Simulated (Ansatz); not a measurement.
## Rh: the change of pressure and energy above lowest point with volume per atom

Results calculated with Ansatz 0.2.0 development build, not measured. Equation of state of a cubic crystal from periodic Kohn-Sham density functional theory without spin; pressure corrected for the finite basis.

Cell of the first row (space group Im-3m, No. 229):
```
cell vectors (Å)
  -1.5041     1.5041     1.5041
   1.5041    -1.5041     1.5041
   1.5041     1.5041    -1.5041
atoms (fractions of the cell vectors)
Rh  0.00000  0.00000  0.00000
```

Settings of every row: formula Rh; structure type bcc; functional PBE; spin treatment none; k mesh 50x50x50; occupation method fermi-dirac; occupation width 0.061225619 eV; wave cutoff 420 eV; datasets soft-1 PAW; density cutoff ratio 4.

Limits: a cubic model structure, not a phase known at ambient conditions; no spin polarisation, a magnetic state may lie lower.

```csv
row,volume per atom (Å³),pressure (GPa),energy above lowest point (meV/atom)
1,13.61,16.883,43.02
2,13.9,10.56,18.33
3,14.189,?,?
4,14.479,0.011,0
5,14.768,-4.369,4.03
6,15.058,-8.238,15.49
7,15.348,-11.651,33.52
```

Question: what pressure and energy above lowest point should row 3 give?

Worked fit of pressure. Take u = (V_r/V)^(2/3) − 1 with V_r = 14.623 Å³ an atom, which is twice the finite (Eulerian) strain; such expansions in the strain, on which the Birch-Murnaghan equation of state is built, carry the rest volume and the bulk modulus. The shown rows have u = 0.04902, 0.03438, 0.00662, -0.00656, -0.01935, -0.03174. Least squares give pressure = −2.2381 + 331.937 × u + 1142.77 × u² + 878.2 × u³ GPa; a parabola predicts inner rows, each left out in turn, worse (root mean square 0.018 against 0.0029 GPa). The rows lie off it by 0.000, 0.000, 0.001, -0.002, 0.002, 0.000. The pressure vanishes at u = 0.0066, or V = 14.48 Å³ an atom, and there the bulk modulus at fixed shape and fractions is B = −V dP/dV = (2/3)(1 + u) dP/du = 233 GPa. The withheld row has u = 0.02029, so the fit gives −2.2381 + 331.937 × (0.02029) + 1142.77 × (0.02029)² + 878.2 × (0.02029)³ = 4.975 GPa.

The calculation gave 4.964 GPa. The fit lies 0.011 GPa (0.039 % of the column's range) above it; its largest miss of a shown row is 0.002 GPa.

Worked fit of energy above lowest point. Take u = (V_r/V)^(2/3) − 1 with V_r = 14.623 Å³ an atom, which is twice the finite (Eulerian) strain; such expansions in the strain, on which the Birch-Murnaghan equation of state is built, carry the rest volume and the bulk modulus. The shown rows have u = 0.04902, 0.03438, 0.00662, -0.00656, -0.01935, -0.03174. Least squares give energy above lowest point = 1.03 − 305.67 × u + 23053.5 × u² + 13442 × u³ meV/atom; a parabola predicts inner rows, each left out in turn, worse (root mean square 0.27 against 0.038 meV/atom). The rows lie off it by -0.01, 0.01, -0.02, 0.01, 0.01, -0.01. Its lowest point lies at u = 0.0066, or V = 14.48 Å³ an atom, and the curvature there gives the bulk modulus at fixed shape and fractions, B = (4/9)(1 + u)² E″(u)/V = 232 GPa. The withheld row has u = 0.02029, so the fit gives 1.03 − 305.67 × (0.02029) + 23053.5 × (0.02029)² + 13442 × (0.02029)³ = 4.43 meV/atom.

The calculation gave 4.4 meV/atom. The fit lies 0.03 meV/atom (0.07 % of the column's range) above it; its largest miss of a shown row is 0.02 meV/atom.
